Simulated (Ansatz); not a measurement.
BN: a run of Ansatz with trial settings.

```yaml
crystal:
  lattice:
    - [0.0, 1.813001, 1.813001]
    - [1.813001, 0.0, 1.813001]
    - [1.813001, 1.813001, 0.0]
  atoms:
    - { symbol: B, position: [0.0, 0.0, 0.0] }
    - { symbol: "N", position: [0.75, 0.75, 0.75] }
basis:
  ecutwfc: 420
  precision: f64
kpoints:
  mp_grid: { grid: [12, 12, 12] }
hamiltonian:
  xc: pbe
scf:
  occupations: { method: fermi_dirac, width: "1000 K" }
output:
  forces: true
  stress: true
  eigenvalues: true
```

Command:

```bash
ansatz run input.yaml --threads 1 --pin off --max-ram 1331MiB --backend cpu --events-out ev --progress --plain --runs-dir out
```

Output, shortened (HF is the Harris–Foulkes energy, dr2 the density residual in eV):

```text
Pseudopotential: B, paw, valence charge 3, recommended cutoff 420 eV (normal)
Pseudopotential: N, paw, valence charge 5, recommended cutoff 420 eV (normal)
Crystal: 2 atoms, lattice volume = 11.919 Å³
Basis set: ecut = 420 eV, 259 PW (Γ), exchange–correlation on 36×36×36 points (8 copies of the dense FFT grid, shifted against one another)
Bands: 8, of which v1, the nominal top of the filled ones, is band 4 counted from 1 (3 counted from 0)
Symmetry: 24 space group operations
Space group: F-43m (ITA 216), of the structure as read, at distance tolerance 2.3e-5 Å
k-points: 72 of 1728 (time reversal used)
Initial density: superposition of atomic densities, corrected by the library's trained network
SCF iter   1: HF=-542.275554 eV  Δρ=1.60e-3  dr2=1.67e-4
SCF iter   2: HF=-542.275675 eV  Δρ=8.34e-4  dr2=2.36e-5
SCF iter   3: HF=-542.275717 eV  Δρ=3.75e-4  dr2=5.67e-6
SCF iter   4: F=-542.275732 eV  HF=-542.275732 eV  Δρ=2.42e-5  dr2=2.25e-8
SCF iter   5: F=-542.275732 eV  HF=-542.275732 eV  Δρ=8.85e-6  dr2=2.43e-9
SCF iter   6: F=-542.275732 eV  HF=-542.275732 eV  Δρ=4.04e-7  dr2=8.36e-12
SCF 1 converged in 6 iterations: F = -542.275732 eV  dr2 = 8.36e-12
SCF converged after 6 iterations
Free energy (F): -542.275732 eV
E sigma→0 (E₀):  -542.275732 eV
Fermi energy:    13.296699 eV
--- Forces (eV/Å), atoms counted from 1 ---
  atom   1  B     -0.00000000     0.00000000     0.00000000
  atom   2  N      0.00000000     0.00000000    -0.00000000
--- Stress (GPa, compression-positive) ---
       -0.410058       0.000000      -0.000000
       -0.000000      -0.410058       0.000000
       -0.000000       0.000000      -0.410058
  P = ⅓ Tr σ = -0.4101 GPa (-4.101 kbar)
```

The inputs are trials, many of them unsound on purpose. Their numbers show the effect of the settings and aren't properties of the material.